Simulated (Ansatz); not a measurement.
Computed with DFT, revPBE, plane waves (420 eV) with PAW, scalar-relativistic in Ansatz. The PAW files were generated under PBE, with cores re-solved for the functional.

An element in the hcp structure gives this curve. The cell is scaled uniformly from the relaxed one, with fractional coordinates and shape fixed. Energies are extrapolated to zero smearing, pressures are those at the given smearing. Magnetic state: spin not included.

| V (Å³/atom) | E − E₀ (meV/atom) | P (GPa) |
| --- | --- | --- |
| 87.571 | 13.1 | 0.39 |
| 91.552 | 5.5 | 0.24 |
| 95.532 | 1.3 | 0.11 |
| 99.513 | 0.0 | 0.01 |
| 103.493 | 1.1 | -0.08 |
| 107.474 | 4.1 | -0.15 |
| 111.454 | 8.8 | -0.21 |

Problem. Which element is it?
A. potassium
B. calcium
C. rubidium
D. sodium

Solution. C. Its fit is V₀ = 99.57 Å³/atom, B₀ = 2.4 GPa, B₀′ = 3.7.
